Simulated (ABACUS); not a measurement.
## ZrSe2: equation of state with PBEsol

The system is ZrSe2.

```
Zr Se
1.0
     3.79800    0.00000    0.00000
    -1.89900    3.28916    0.00000
     0.00000    0.00000    6.19200
Zr Se
1 2
Direct
  0.00000 0.00000 0.00000
  0.66667 0.33333 0.75000
  0.33333 0.66667 0.25000
```

- Program: ABACUS 3.10.1
- Task: equation of state
- Functional: PBEsol
- Potentials or basis: GBRV ultrasoft 1.5 PBE
- Cutoff: 544 eV
- Density cutoff: 4354 eV
- Basis: plane waves
- k mesh: 6 × 6 × 4
- Occupations: fermi-dirac, width 0.05 eV
- Spin: no spin polarisation
- Radial cutoff of the potentials (pseudo_rcut): 10 bohr
- SCF threshold on the density: 1e-08
- Max SCF steps: 100
- Eigensolver: dav
- Mixing: broyden
- Mixing share: 0.7
- Symmetry key: 1
- Bands: 16

```yaml
Equilibrium_volume: 25.44 Å³/atom
Bulk_modulus_at_fixed_shape_and_positions: 79 GPa
Pressure_derivative_of_the_bulk_modulus: "3.2 (rough: it moves with the points fitted)"
```

Energy against volume, from the lowest point:
```tsv
volume (Å³/atom)	energy (meV/atom)
24.237	14.69
25.268	0.00
26.300	6.56
27.331	31.08
```

All runs of the series together: 3.3 min on 4 threads of Intel(R) Xeon(R) Platinum 8488C (Sapphire Rapids), with other jobs on the host.

Caveat: the cell was scaled at fixed shape and fractional positions, which overstates the stiffness of a crystal with free parameters, most of all of layers and chains; the potentials were made for another functional, which shifts forces and pressure; this functional lacks dispersion, which binds the layers, so the pressure and a relaxed spacing across them are unreliable.
